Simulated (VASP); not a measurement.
# GaN, Born charge from the Berry-phase polarisation: which settings are enough?

GaN, P6_3mc (no. 186), 4 atoms in the cell. R2SCAN, Born charge from Berry-phase polarisation; PAW potentials Ga_d, N (PBE set). VASP 6.6.1.

Wanted: Born charge by displacement within 0.02 e.

Geometry: relaxed with this functional; Atom moved (from 0): 1.

The series start from k mesh: 8x8x4; Displacement (Å): 0.02; Plane-wave cutoff (eV): 520; SCF threshold (eV): 1e-7; Precision mode: Accurate. Each series keeps the choices made before it, and each single choice may use up half of a tolerance. Times cover all steps of a run.

## k mesh

| k mesh | Born charge by displacement (e) | Time (s) |
|---|---|---|
| 4x4x2 | 2.767 | 50 |
| 4x4x4 | 2.760 | 57 |
| 6x6x4 | 2.763 | 95 |
| 8x8x4 | 2.764 | 127 |
| 10x10x6 | 2.763 | 270 |
| 12x12x6 | 2.763 | 385 |
| 14x14x8 (reference) | 2.763 | 620 |

## Displacement (Å)

| Displacement (Å) | Born charge by displacement (e) | Time (s) |
|---|---|---|
| 0.02 | 2.767 | 50 |
| 0.005 | 2.764 | 52 |
| 0.05 | 2.773 | 49 |
| 0.15 | 2.789 | 49 |

## Plane-wave cutoff (eV)

| Plane-wave cutoff (eV) | Born charge by displacement (e) | Time (s) |
|---|---|---|
| 320 | 2.774 | 41 |
| 400 | 2.772 | 45 |
| 460 | 2.771 | 47 |
| 520 | 2.767 | 50 |
| 640 (reference) | 2.770 | 63 |

## SCF threshold (eV)

| SCF threshold (eV) | Born charge by displacement (e) | Time (s) |
|---|---|---|
| 0.0001 | 2.774 | 26 |
| 1e-5 | 2.774 | 28 |
| 1e-6 | 2.774 | 36 |
| 1e-7 | 2.774 | 41 |
| 1e-8 (reference) | 2.774 | 48 |

## Precision mode

| Precision mode | Born charge by displacement (e) | Time (s) |
|---|---|---|
| Accurate | 2.774 | 26 |
| Normal | 2.772 | 25 |
| Single | 2.750 | 30 |

## Question

The rows run from the loosest to the tightest (no order: displacement, precision mode). For each series: choose the loosest value from which every tighter one stays within half of the tolerance; where there is no order, keep the first row unless others stay within half of the tolerance and take at least 30 % less time, and then take the fastest.

## Answer

- k mesh: 4x4x2
- Displacement (Å): 0.02
- Plane-wave cutoff (eV): 320
- SCF threshold (eV): 0.0001
- Precision mode: Accurate

## All choices together

| Input | Born charge by displacement (e) | Time (s) |
|---|---|---|
| program defaults, KSPACING-like mesh of 0.5 per A (naive) | no result | 21 |
| chosen settings | 2.774 | 26 |
| reference settings throughout | 2.766 | 1095 |

The tolerance is met.

## The input

INCAR:
```
SYSTEM = GaN
ALGO = Normal
DIPOL = 0.127 0.213 0.319
EDIFF = 1E-4
ENCUT = 320
ISMEAR = 0
KPAR = 1
LASPH = .TRUE.
LCALCPOL = .TRUE.
LCHARG = .FALSE.
LMIXTAU = .TRUE.
LREAL = .FALSE.
LWAVE = .FALSE.
METAGGA = R2SCAN
NELM = 120
PREC = Accurate
SIGMA = 0.02
```

KPOINTS:
```
Automatic mesh
0
Gamma
  4 4 2
  0 0 0
```

POSCAR.step1:
```
GaN
 1.0000000000000000
     3.1890742462184103    0.0000000000000000    0.0000000000000000
    -1.5945371231092051    2.7618193117450431   -0.0000000000000000
     0.0000000000000000    0.0000000000000000    5.1945324936494091
 Ga  N
   2   2
Direct
  0.6666666667000030  0.3333333332999970  0.4991365425714860
  0.3333333332999970  0.6666666667000030  0.9952863404552320
  0.6666666667000030  0.3333333332999970  0.8758634574285139
  0.3333333332999970  0.6666666667000030  0.3758634574285139
```

POSCAR.step2:
```
GaN
 1.0000000000000000
     3.1890742462184103    0.0000000000000000    0.0000000000000000
    -1.5945371231092051    2.7618193117450431   -0.0000000000000000
     0.0000000000000000    0.0000000000000000    5.1945324936494091
 Ga  N
   2   2
Direct
  0.6666666667000030  0.3333333332999970  0.4991365425714860
  0.3333333332999970  0.6666666667000030  1.0029867446877403
  0.6666666667000030  0.3333333332999970  0.8758634574285139
  0.3333333332999970  0.6666666667000030  0.3758634574285139
```

Commands (each step's output is kept before the next begins):
```
cat potpaw_PBE.64/Ga_d/POTCAR potpaw_PBE.64/N/POTCAR > POTCAR
cp POSCAR.step1 POSCAR
mpirun -np 4 vasp_std > vasp.out
rm WAVECAR CHG
cp POSCAR.step2 POSCAR
mpirun -np 4 vasp_std > vasp.out
```

The chosen input took VASP 6.6.1 26 s on 4 cores (Intel Xeon Platinum 8259CL @ 2.50GHz (Skylake/Cascade Lake)), a shared host.

## An input that fails: a move so small that VASP's symmetry search (SYMPREC) takes the cell for the unmoved one

It runs to its end, but against the unchanged starting input it is off by 5.986 e in the Born charge by displacement.

Displacement (Å): 0.02 becomes 2e-5.

Changes against the starting input:
```
(POSCAR.step1)
-  0.3333333332999970  0.6666666667000030  0.9952863404552320
+  0.3333333332999970  0.6666666667000030  0.9991326923693699
(POSCAR.step2)
-  0.3333333332999970  0.6666666667000030  1.0029867446877403
+  0.3333333332999970  0.6666666667000030  0.9991403927736024
```
